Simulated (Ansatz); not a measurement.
## Candidate structures of CdF2

The calculation used DFT, PBE, all-electron LAPW, scalar-relativistic in Ansatz 0.2.0.

Each cell is taken as listed (from a database or a relaxation; residual pressures are under 0.6 GPa and forces under 0.08 eV/Å), on meshes of about 0.2 Å⁻¹ spacing; energies are extrapolated to zero smearing, with no zero-point or thermal terms. Other structures, the observed one among them, may be missing from this set and lie lower. No run is spin-polarised.

Q: Order the structures by energy per atom, lowest first, and give the differences.
A.
```
Cd F
1.0
     3.55338    0.00000    0.00000
    -1.77669    3.07731    0.00000
     0.00000    0.00000    4.96595
Cd F
1 2
Direct
  0.00000 0.00000 0.00000
  0.33333 0.66667 0.20034
  0.66667 0.33333 0.79966
```
(CdI2 type, relaxed by us; 13×13×7 mesh on the primitive cell, smearing 0.05 eV, P = 0.0 GPa)
B.
```
Cd F
1.0
     0.00000    2.74072    2.74072
     2.74072    0.00000    2.74072
     2.74072    2.74072    0.00000
Cd F
1 2
Cartesian
  0.0000 0.0000 0.0000
  1.3704 1.3704 1.3704
  4.1111 4.1111 4.1111
```
(fluorite type, relaxed by us; 11×11×11 mesh on the primitive cell, smearing 0.05 eV, P = 0.0 GPa)

A: B (0 meV/atom), A (68 meV/atom).
